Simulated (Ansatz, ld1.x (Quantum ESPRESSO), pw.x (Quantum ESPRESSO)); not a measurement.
pw.x on bcc Se: one setting changed

Potential: ultrasoft, ld1.x (Quantum ESPRESSO) 7.5, PBE; core [Ar] 3d10, reference 4s1 4p5; waves: 4s (bound): rcut 1.55, rcutus 1.70 bohr; 4s channel at 1.42 Ry: rcut 1.55, rcutus 1.70 bohr; 4p (bound): rcut 1.80, rcutus 2.10 bohr; 4p channel at -0.05 Ry: rcut 1.80, rcutus 2.10 bohr; 4d channel at -0.15 Ry: rcut 1.55, rcutus 1.95 bohr; local part: all-electron potential smoothed inside 1.35 bohr (lloc = -1); core correction: Bessel-smoothed model core, default radius (core density twice the valence density); augmentation: built from norm-conserving waves at rcut, not smoothed further.

The reference run (k-mesh 13³, cutoffs 40/600 Ry, Fermi–Dirac 0.01 Ry, mixing_beta 0.4, conv_thr 1e-9, no spin) gives 0.51 GPa at 20.207 Å³/atom, where all-electron LAPW gives 0.57 GPa. This run, with its own iteration cap, changes k-mesh shift to 1.

```
&control
  calculation='scf', prefix='x', pseudo_dir='./', outdir='./tmp', tstress=.true., disk_io='none'
/
&system
  ibrav=0, nat=1, ntyp=1, ecutwfc=40, ecutrho=600, nbnd=10,
  occupations='smearing', smearing='fd', degauss=0.01
/
&electrons
  conv_thr=1e-09, mixing_beta=0.4, electron_maxstep=60
/
ATOMIC_SPECIES
Se 1.0 Se.UPF
CELL_PARAMETERS angstrom
  -1.71585513 1.71585513 1.71585513
  1.71585513 -1.71585513 1.71585513
  1.71585513 1.71585513 -1.71585513
ATOMIC_POSITIONS crystal
Se 0.0000 0.0000 0.0000
K_POINTS automatic
13 13 13 1 1 1
```

```bash
pw.x < Se.scf.in > Se.scf.out
```

Problem. How does the run end?

Solution. It converges in 7 iterations; the free energy moves by +9.3 meV/atom and the pressure by +0.32 GPa.

```
Message from routine setup:
     using ibrav=0 with symmetry is DISCOURAGED, use correct ibrav instead
     lattice parameter (alat)  =       5.6162  a.u.
     unit-cell volume          =     136.3636 (a.u.)^3
     number of electrons       =         6.00
     number of Kohn-Sham states=           10
     kinetic-energy cutoff     =      40.0000  Ry
     charge density cutoff     =     600.0000  Ry
     scf convergence threshold =      1.0E-09
     Exchange-correlation= PBE
     number of k points=    84  Fermi-Dirac smearing, width (Ry)=  0.0100
     iteration #  1     ecut=    40.00 Ry     beta= 0.40
     total energy              =     -42.08071076 Ry
     estimated scf accuracy    <       0.00696952 Ry
     iteration #  2     ecut=    40.00 Ry     beta= 0.40
     total energy              =     -42.08021746 Ry
     estimated scf accuracy    <       0.00147869 Ry
     iteration #  3     ecut=    40.00 Ry     beta= 0.40
     total energy              =     -42.08044456 Ry
     estimated scf accuracy    <       0.00001660 Ry
     iteration #  4     ecut=    40.00 Ry     beta= 0.40
     total energy              =     -42.08045041 Ry
     estimated scf accuracy    <       0.00000045 Ry
     iteration #  5     ecut=    40.00 Ry     beta= 0.40
     total energy              =     -42.08045052 Ry
     estimated scf accuracy    <       0.00000012 Ry
     iteration #  6     ecut=    40.00 Ry     beta= 0.40
     total energy              =     -42.08045053 Ry
     estimated scf accuracy    <          5.4E-09 Ry
     iteration #  7     ecut=    40.00 Ry     beta= 0.40
     the Fermi energy is     8.4996 ev
!    total energy              =     -42.08045053 Ry
     estimated scf accuracy    <          1.8E-10 Ry
     smearing contrib. (-TS)   =      -0.00378936 Ry
     The total energy is F=E-TS. E is the sum of the following terms:
     one-electron contribution =       5.30059135 Ry
     hartree contribution      =       0.77586827 Ry
     xc contribution           =     -27.95072217 Ry
     ewald contribution        =     -20.20239863 Ry
     convergence has been achieved in   7 iterations
          total   stress  (Ry/bohr**3)                   (kbar)     P=        8.21
     Message from routine punch:
     Nothing written, as per user request (disk_io='none')
```

The run took about 6.5 s on one core of a shared host (Neoverse-V2, 32 threads, 247 GiB, load 18).
